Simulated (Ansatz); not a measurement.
**TaN: stress in a strained cell**

TaN is deformed so: equal xx and yy strain of +3 %. What stress and forces result, by LAPW, PAW and all-electron datasets made for the crystal?

Method: DFT PBE, scalar-relativistic, in Ansatz 0.2.0.

## (1) Starting point

Symmetry: P6_3mc, No. 186, hexagonal system. The conventional cell has a = 3.050 Å, b = 3.050 Å, c = 4.940 Å, α = 90.00°, β = 90.00°, γ = 120.00°. Ta (site symmetry 3m) has 4 N at 1.85 to 1.90 Å as nearest neighbours. N (site symmetry 3m) has 4 Ta at 1.85 to 1.90 Å as nearest neighbours.

Coordinates:

```cif
data_structure
_symmetry_space_group_name_H-M 'P 1'
_symmetry_Int_Tables_number 1
_cell_length_a 3.0500
_cell_length_b 3.0500
_cell_length_c 4.9400
_cell_angle_alpha 90.000
_cell_angle_beta 90.000
_cell_angle_gamma 120.000
_cell_volume 39.80
loop_
_atom_site_label
_atom_site_type_symbol
_atom_site_fract_x
_atom_site_fract_y
_atom_site_fract_z
_atom_site_occupancy
Ta1 Ta 0.33333 0.66667 0.00000 1
Ta2 Ta 0.66667 0.33333 0.50000 1
N1 N 0.33333 0.66667 0.38500 1
N2 N 0.66667 0.33333 0.88500 1
```

Atoms are numbered in the order of the input: Ta1, Ta2, N3, N4.

## (2) After the deformation

Space group P6_3mc before, P6_3mc after.

## (3) Full-potential LAPW

Contents of input.yaml:

```yaml
crystal:
  lattice:
    - [3.1415011232, 0.0, 0.0]
    - [-1.5707505617, 2.7206197788, 0.0]
    - [0.0, 0.0, 4.94]
  atoms:
    - { symbol: Ta, position: [0.3333333333, 0.6666666667, 0.0] }
    - { symbol: Ta, position: [0.6666666667, 0.3333333333, 0.5] }
    - { symbol: "N", position: [0.3333333333, 0.6666666667, 0.385] }
    - { symbol: "N", position: [0.6666666667, 0.3333333333, 0.885] }
kpoints:
  mp_grid: { grid: [9, 9, 5] }
  band_path:
    path:
      - [0.0, 0.0, 0.0]
      - [0.5, 0.0, 0.0]
      - [0.3333333333, 0.3333333333, 0.0]
      - [0.0, 0.0, 0.0]
      - [0.0, 0.0, 0.5]
      - [0.5, 0.0, 0.5]
      - [0.3333333333, 0.3333333333, 0.5]
      - [0.0, 0.0, 0.5]
      - [0.5, 0.0, 0.5]
    npoints: 5
scf:
  occupations: { method: fermi_dirac, width: 0.01 }
hamiltonian:
  xc: pbe
  pseudopotentials: { kind: all_electron, lapw: { basis_error: 0.001 } }
output:
  forces: true
  stress: true
  eigenvalues: true
```

Command:

```sh
$ ansatz run input.yaml --threads 1 --pin off --max-ram 4096MiB --backend cpu --events-out ev --progress --plain --runs-dir out
```

## (4) PAW with frozen cores

Contents of input.yaml:

```yaml
crystal:
  lattice:
    - [3.1415011232, 0.0, 0.0]
    - [-1.5707505617, 2.7206197788, 0.0]
    - [0.0, 0.0, 4.94]
  atoms:
    - { symbol: Ta, position: [0.3333333333, 0.6666666667, 0.0] }
    - { symbol: Ta, position: [0.6666666667, 0.3333333333, 0.5] }
    - { symbol: "N", position: [0.3333333333, 0.6666666667, 0.385] }
    - { symbol: "N", position: [0.6666666667, 0.3333333333, 0.885] }
kpoints:
  mp_grid: { grid: [9, 9, 5] }
scf:
  occupations: { method: fermi_dirac, width: 0.01 }
hamiltonian:
  xc: pbe
  pseudopotentials: { kind: paw }
output:
  forces: true
  stress: true
  eigenvalues: true
  efg: { contact_densities: true }
  write_density: true
  write_potential: true
  elf: true
  volumetric_format: npy
```

## (5) All-electron PAW on datasets made for the crystal

input.yaml: that of step 4 with these lines changed.

```diff
@@ -16,3 +16,3 @@
   xc: pbe
-  pseudopotentials: { kind: paw }
+  pseudopotentials: { kind: all_electron, datasets: crystal }
 output:
@@ -22,5 +22 @@
   efg: { contact_densities: true }
-  write_density: true
-  write_potential: true
-  elf: true
-  volumetric_format: npy
```

(Steps that only read results are left out.)

Q: Predict the outcome of this session. Wanted: pressure; largest shear or deviatoric stress.

The runs gave:

| quantity | value |
| --- | --- |
| pressure | LAPW 95.42, PAW 96.91, crystal datasets 95.42 GPa |
| largest shear or deviatoric stress (LAPW) | 3.50 GPa |

In words: The largest part of the stress beyond the pressure is 3.50 GPa in size, in the zz component; the atoms are carried along and not relaxed. No run of the undeformed cell stands beside it, so the pressure holds what the given cell had before the change. PAW: stress within 1.54 GPa of LAPW, forces within 7 meV/Å. Crystal datasets: stress within 0.01 GPa of LAPW, forces within 1 meV/Å. Spin-orbit coupling is left out, though the cell holds Ta; in elements this heavy it can shift bands and gaps by tenths of an eV.
